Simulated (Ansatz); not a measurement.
**Cu2O (Cuprite) under changes of volume**

One of the cells (12.885 Å³/atom); the others are scaled copies at fixed shape and fractional positions:

```xyz
6
Lattice="4.2600 0.0000 0.0000 0.0000 4.2600 0.0000 0.0000 0.0000 4.2600" Properties=species:S:1:pos:R:3 pbc="T T T"
Cu    3.1950    1.0650    3.1950
Cu    3.1950    3.1950    1.0650
Cu    1.0650    3.1950    3.1950
Cu    1.0650    1.0650    1.0650
O     2.1300    2.1300    2.1300
O     0.0000    0.0000    0.0000
```

* Program: Ansatz 0.2.0
* Functional: r2SCAN
* Dispersion: D4
* Potentials or basis: Ansatz PAW
* Cutoff: 500 eV (not typed: the program's choice for these potentials)
* k mesh: 6 × 6 × 6
* Occupations: fermi-dirac, width 0.05 eV
* Spin: no spin polarisation

| volume (Å³/atom) | energy over the lowest point (meV/atom) | pressure (GPa) | gap on the mesh (eV) |
| --- | --- | --- | --- |
| 12.112 | 9.23 | 6.0 | 0.92 |
| 12.369 | 2.21 | 2.8 | 0.87 |
| 12.627 | 0.00 | 0.0 | 0.82 |
| 12.885 | 2.15 | -2.6 | 0.77 |
| 13.142 | 8.13 | -4.8 | 0.73 |
| 13.400 | ? | ? | ? |
| 13.658 | 29.98 | -8.6 | 0.65 |

Problem. What does the run at 13.400 Å³/atom give?

Solution. Energy over the lowest point 17.52 meV/atom; pressure -6.8 GPa; gap on the mesh 0.68 eV.

Worked out: A Birch-Murnaghan fit of order 3 (a polynomial in V^(-2/3)) to the other rows has its minimum at 12.62 Å³/atom with B0 = V·E''(V) = 132 GPa and B' = 4.8. It gives 17.53 meV/atom at 13.400 Å³/atom, against the run's 17.52, and -dE/dV = -6.8 GPa, against -6.8. A straight line through the other rows of the gap, of slope -2.26 eV per unit of ln V (its deformation potential), gives 0.69 eV, against the run's 0.68.

Energies are extrapolated to zero smearing.

Caveats: the PAW data sets come from PBE, with cores solved anew for the run's functional, which leaves a small shift of forces and pressure.

A mesh can miss the band edges.
